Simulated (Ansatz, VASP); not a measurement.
**Two plane-wave programs on MnS**

```
Mn S
1.0
    -1.83000   -1.05655    5.94184
     1.83000   -1.05655    5.94184
     0.00000    2.11310    5.94184
Mn S
2 2
Cartesian
  0.0000 0.0000 0.0000
  0.0000 0.0000 8.9128
  0.0000 0.0000 4.4564
  0.0000 0.0000 13.3691
```

The cell is a database's computed one.

Alike in both runs: task single point; functional PBEsol; k mesh 9 × 9 × 9; occupations fermi-dirac, width 0.05 eV; collinear spin, antiferromagnetic start; Hubbard terms Mn d U = 5 eV.

```csv
,VASP,Ansatz
version,VASP 6.6.1,Ansatz 0.2.0
potentials or method,"VASP PAW PBE potentials, release 64 (Mn_pv, S)",Ansatz PAW
plane-wave cutoff (eV),520,420
valence electrons in the cell,38,42
```

|  | VASP | Ansatz | Ansatz less VASP |
| --- | --- | --- | --- |
| gap on the k mesh at the Fermi level (eV) | 2.44 | 2.35 | -0.081 |
| least direct gap on the mesh (eV) | 3.01 | 2.88 | -0.129 |
| pressure (GPa) | 2.2 | 3.0 | +0.80 |
| largest component of the traceless stress (GPa) | 0.05 | 0.10 | +0.052 |
| net moment per atom (μB) | 0.00 | 0.00 | 0.000 |
| size of the moment on the site where the two differ most (μB) | 4.54 | 4.42 | -0.114 |

Site moments also hang on the region over which each program counts them. The programs project onto different local orbitals, so the same U acts differently. The two sets of potentials don't hold the same shells in valence.

Caveats: the PAW data sets were made with another functional, which shifts forces and pressure a little (VASP); an odd mesh through Γ misses points on the zone boundary, where band edges often lie (VASP); the magnetic or orbital state may not be the lowest (Ansatz); odd divisions of the mesh miss points on the zone boundary, where band edges often lie, so the gap on the mesh can be too wide (Ansatz); the PAW data sets come from PBE, with cores solved anew for the run's functional, which leaves a small shift of forces and pressure (Ansatz). The state reached can hang on the start; a lower one may exist.
